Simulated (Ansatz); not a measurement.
Computed with DFT PBE, scalar-relativistic, plane waves, PAW in Ansatz 0.2.0. Settings: cutoff 420 eV, Γ-centred meshes spaced at most about 0.3 Å⁻¹, and about 0.25 Å⁻¹ or finer for metals (2π included), Gaussian smearing. No spin polarisation.

Each guess is relaxed in cell and atoms at zero pressure, on a coarse mesh first where it starts far from rest and then on a converged one. The steps can't lower the symmetry of the start, but it can rise. Energies are static (0 K, no zero-point motion).

This guess for TaSi2 isn't its lowest structure:

```cif
data_structure
_symmetry_space_group_name_H-M 'P4/mmm'
_symmetry_Int_Tables_number 123
_cell_length_a 3.6283
_cell_length_b 3.6283
_cell_length_c 4.4042
_cell_angle_alpha 90.000
_cell_angle_beta 90.000
_cell_angle_gamma 90.000
_cell_volume 57.98
loop_
_atom_site_label
_atom_site_type_symbol
_atom_site_symmetry_multiplicity
_atom_site_Wyckoff_symbol
_atom_site_fract_x
_atom_site_fract_y
_atom_site_fract_z
_atom_site_occupancy
Ta1 Ta 1 a 0.00000 0.00000 0.00000 1
Si1 Si 1 b 0.00000 0.00000 0.50000 1
Si2 Si 1 d 0.50000 0.50000 0.50000 1
```

**Question.** Where does the relaxation end?

**Answer.** P4/mmm at 19.3 Å³/atom → P4/mmm at 18.3 Å³/atom. Conventional cell: a = 3.338 Å, c = 4.934 Å. Around Ta lie 2 Si at 2.47 Å; Si on its first site has 4 Si at 2.36 Å and 2 Ta at 2.47 Å; Si on its second site is surrounded by 4 Si at 2.36 Å.

```cif
data_structure
_symmetry_space_group_name_H-M 'P 1'
_symmetry_Int_Tables_number 1
_cell_length_a 3.3377
_cell_length_b 3.3377
_cell_length_c 4.9341
_cell_angle_alpha 90.000
_cell_angle_beta 90.000
_cell_angle_gamma 90.000
_cell_volume 54.97
loop_
_atom_site_label
_atom_site_type_symbol
_atom_site_fract_x
_atom_site_fract_y
_atom_site_fract_z
_atom_site_occupancy
Ta1 Ta 0.00000 0.00000 0.00000 1
Si1 Si 0.00000 0.00000 0.50000 1
Si2 Si 0.50000 0.50000 0.50000 1
```

**Question.** Compare it with the lowest TaSi2 structure at this level.

**Answer.** It lies 1.39 eV/atom above the lowest of the 9 forms computed, a structure that the Crystallography Open Database (COD) lists. Space group P6_422 (No. 181), hexagonal, a = 4.806 Å, c = 6.597 Å. Ta is surrounded by 10 Si at 2.62–2.84 Å and 4 Ta at 3.26 Å; Si has 3 Si at 2.57–2.64 Å, 5 Ta at 2.62–2.84 Å, 2 Si at 2.84 Å, 2 Si at 3.18 Å and 2 Si at 3.34 Å. That form has 14.7 Å³/atom and no gap on its mesh, nor has the guess's end. Counting Si atoms around Ta (those within 1.25 times the shortest such distance or 1.15 times the sum of covalent radii), the guess's end has Ta 2 and the lowest form has Ta 10. The guess's end holds Si–Si nets (shortest 2.36 Å); in the lowest form the shortest Si–Si distance is 2.57 Å, near bonding range too.

These runs have no spin–orbit coupling, which can matter for Ta. Some types were kept out of the candidates beforehand, so the set may lack a known form.
